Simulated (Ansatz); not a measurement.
Theory: DFT PBE, scalar-relativistic, plane waves, PAW (Ansatz 0.2.0). Settings: cutoff 420 eV, Γ-centred meshes spaced at most about 0.3 Å⁻¹, and about 0.25 Å⁻¹ or finer for metals (2π included), Gaussian smearing. No spin polarisation.

These are static total energies at zero pressure.

Problem. Which of these relaxed structures of WSe2 is the lowest in energy?
A.

```cif
data_structure
_symmetry_space_group_name_H-M 'P-3m1'
_symmetry_Int_Tables_number 164
_cell_length_a 3.3207
_cell_length_b 3.3207
_cell_length_c 38.7701
_cell_angle_alpha 90.000
_cell_angle_beta 90.000
_cell_angle_gamma 120.000
_cell_volume 370.24
loop_
_atom_site_label
_atom_site_type_symbol
_atom_site_symmetry_multiplicity
_atom_site_Wyckoff_symbol
_atom_site_fract_x
_atom_site_fract_y
_atom_site_fract_z
_atom_site_occupancy
W1 W 2 d 0.66667 0.33333 0.90171 1
W2 W 2 d 0.66667 0.33333 0.29463 1
Se1 Se 2 d 0.33333 0.66667 0.94500 1
Se2 Se 2 d 0.33333 0.66667 0.33792 1
Se3 Se 2 d 0.66667 0.33333 0.74865 1
Se4 Se 2 d 0.66667 0.33333 0.14158 1
```

B.

```cif
data_structure
_symmetry_space_group_name_H-M 'Fmmm'
_symmetry_Int_Tables_number 69
_cell_length_a 6.7840
_cell_length_b 6.8199
_cell_length_c 11.2149
_cell_angle_alpha 90.000
_cell_angle_beta 90.000
_cell_angle_gamma 90.000
_cell_volume 518.87
loop_
_atom_site_label
_atom_site_type_symbol
_atom_site_symmetry_multiplicity
_atom_site_Wyckoff_symbol
_atom_site_fract_x
_atom_site_fract_y
_atom_site_fract_z
_atom_site_occupancy
W1 W 8 i 0.50000 0.00000 0.37077 1
Se1 Se 8 f 0.75000 0.25000 0.25000 1
Se2 Se 8 g 0.27990 0.00000 0.00000 1
```

Solution. A. The other, B, lies 0.71 eV/atom higher. Forms: A P-3m1; B Fmmm. Counting Se atoms around W (those within 1.25 times the shortest such distance or 1.15 times the sum of covalent radii; a plus sign parts nearer from farther groups): A has W 6; B has W 2+4. Origin: A, reached from a Materials Project cell; B, invented. The lowest form computed isn't among them: it has the 2H molybdenite type, space group P6_3/mmc (No. 194), 24.3 Å³/atom, is reached from a cell as deposited in COD and lies under 1 meV/atom below the best shown.

Weakly bound directions are ill-defined at this level, which has no dispersion term (P-3m1), and this can change margins and order among such cells. These runs have no spin–orbit coupling, which can matter for W. Cells relaxed within their symmetry can be saddle points. Some types were kept out of the candidates beforehand, so the set may lack a known form.
